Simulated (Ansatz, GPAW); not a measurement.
This is a calculation of Sn for GPAW 26.7.0 (ASE script). This isn't the form of Sn at room conditions, which is tetragonal (white tin).

run.py

```python
from ase.dft.bandgap import bandgap
from ase.io import read, write
from ase.units import GPa
from gpaw import GPAW, PW

atoms = read('Sn.xyz')

calc = GPAW(mode=PW(600),
            xc='PBE',
            kpts={'size': (7, 7, 7), 'gamma': True},
            occupations={'name': 'methfessel-paxton', 'order': 0, 'width': 0.023},
            nbands=24,
            convergence={'density': 1e-05, 'energy': 1e-05},
            maxiter=150,
            txt='gpaw.txt')
atoms.calc = calc
energy = atoms.get_potential_energy()
forces = atoms.get_forces()
stress = atoms.get_stress()
calc.write('gs.gpw')
write('result.traj', atoms)
print(f'Energy: {energy:.6f} eV')
print('Forces (eV/A):')
print(forces.round(4))
print('Stress (GPa):', (stress / GPa).round(3))
print('Fermi level:', round(calc.get_fermi_level(), 4), 'eV')
print(f'Gap: {bandgap(calc)[0]:.4f} eV, direct: {bandgap(calc, direct=True)[0]:.4f} eV')
```

File Sn.xyz:

```xyz
2
Lattice="0.0000000000 3.2333428000 3.2333428000 3.2333428000 0.0000000000 3.2333428000 3.2333428000 3.2333428000 0.0000000000" Properties=species:S:1:pos:R:3 pbc="T T T"
Sn     4.8500142000      4.8500142000      4.8500142000
Sn     3.2333428000      3.2333428000      3.2333428000
```

Potentials or basis: GPAW PAW data sets (gpaw-data 1.2.1), pw.

Launch:

```console
$ OMP_NUM_THREADS=1 python run.py
```

Task: Translate it to Ansatz 0.2.0. Potentials or basis there: all-electron LAPW, scalar-relativistic.

Result: As run (cutoffs and basis follow the program's own potentials, and thresholds, step limits or extra output files can differ):

input.yaml

```yaml
crystal:
  lattice:
    - [0.0, 3.2333428, 3.2333428]
    - [3.2333428, 0.0, 3.2333428]
    - [3.2333428, 3.2333428, 0.0]
  atoms:
    - { symbol: Sn, position: [0.75, 0.75, 0.75] }
    - { symbol: Sn, position: [0.5, 0.5, 0.5] }
kpoints:
  mp_grid: { grid: [7, 7, 7] }
scf:
  occupations: { method: gaussian, width: 0.023 }
hamiltonian:
  xc: pbe
  pseudopotentials: { kind: all_electron, lapw: { basis_error: 0.001 } }
output:
  forces: true
  stress: true
  eigenvalues: true
```

Potentials or basis: all-electron LAPW, scalar-relativistic.

Run with:

```console
$ ansatz run input.yaml --threads 1 --pin off --max-ram 3072MiB --backend cpu --events-out ev --progress --plain --runs-dir out
```

Both were run:

|  | GPAW | Ansatz |
| --- | --- | --- |
| Pressure | 3.5 GPa | 3.8 GPa |

Where Ansatz's input types no cutoff or centring, it takes its own default and a Γ-centred mesh.

Pressure is positive in compression.
